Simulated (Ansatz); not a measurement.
input.yaml for Pb (Ansatz 0.2.0)

```yaml
crystal:
  lattice:
    - [3.0386068135, -1.75031996, 0.0]
    - [3.0386068135, 1.75031996, 0.0]
    - [-2.1154626375, 0.0, 6.0952248674]
  atoms:
    - { symbol: Pb, position: [0.09149159, 0.09149159, 0.2737078] }
    - { symbol: Pb, position: [0.90850841, 0.90850841, 0.7262922] }
basis:
  ecutwfc: "49 Ry"
kpoints:
  mp_grid: { grid: [6, 6, 4] }
hamiltonian:
  xc: pbe
scf:
  occupations: { method: tetrahedron }
output:
  forces: true
  stress: true
  eigenvalues: true
```

Command:

```bash
ansatz run input.yaml --threads 1 --pin off --max-ram 1331MiB --backend cpu --events-out ev --progress --plain --runs-dir out
```

Output, shortened (HF is the Harris–Foulkes energy, dr2 the density residual in eV):

```text
Warning: output.forces, output.stress, relax.cell or npt_langevin: where a Kohn–Sham band that disperses or a degenerate level is filled in part under the method tetrahedron, the forces or the stress that this run publishes need not agree with its energy (scf.occupations.method in the input reference, under Limitations); prefer a smearing scheme for the forces or the stress
Pseudopotential: Pb, paw, valence charge 14, recommended cutoff 420 eV (normal)
Crystal: 2 atoms, lattice volume = 64.835 Å³
Basis set: ecut = 666.6789 eV, 2545 PW (Γ), exchange–correlation on 60×60×120 points (8 copies of the dense FFT grid, shifted against one another)
Bands: 18, of which v1, the nominal top of the filled ones, is band 14 counted from 1 (13 counted from 0)
Symmetry: 4 space group operations
Space group: C2/m (ITA 12), of the structure as read, at distance tolerance 4.0e-5 Å
k-points: 47 of 144
Initial density: superposition of atomic densities, corrected by the library's trained network
SCF iter   1: HF=-23812.681128 eV  Δρ=1.53e-3  dr2=3.58e-3
SCF iter   2: HF=-23812.679367 eV  Δρ=1.07e-3  dr2=1.51e-3
SCF iter   3: HF=-23812.679192 eV  Δρ=3.79e-4  dr2=2.06e-4
SCF iter   4: HF=-23812.679169 eV  Δρ=2.32e-4  dr2=5.56e-5
SCF iter   5: HF=-23812.679145 eV  Δρ=4.66e-5  dr2=4.21e-6
SCF iter   6: HF=-23812.679128 eV  Δρ=1.65e-5  dr2=3.73e-7
SCF iter   7: F=-23812.679123 eV  HF=-23812.679123 eV  Δρ=5.89e-6  dr2=1.47e-8
SCF 1 converged in 7 iterations: F = -23812.679123 eV  dr2 = 1.47e-8
SCF converged after 7 iterations
Stability not checked: this state was not tested for a lower state beside it, because cold or Methfessel-Paxton smearing, or corrected tetrahedra, fill the levels in a way that the test cannot read (fill_not_monotonic; see scf.lower_state_search)
Free energy (F): -23812.679123 eV
E sigma→0 (E₀):  -23812.679123 eV
Entropy (-TS):   0.000010 eV (0.005 meV/atom)
Fermi energy:    10.103013 eV
--- Forces (eV/Å), atoms counted from 1 ---
  atom   1  Pb    -0.00952617     0.00000000    -0.07088556
  atom   2  Pb     0.00952617     0.00000000     0.07088556
--- Stress (GPa, compression-positive) ---
        0.730735       0.000000      -0.312706
        0.000000       0.506901       0.000000
       -0.312706       0.000000       2.459494
  P = ⅓ Tr σ = 1.2324 GPa (12.324 kbar)
```

The inputs are trials, many of them unsound on purpose. Their numbers show the effect of the settings and aren't properties of the material.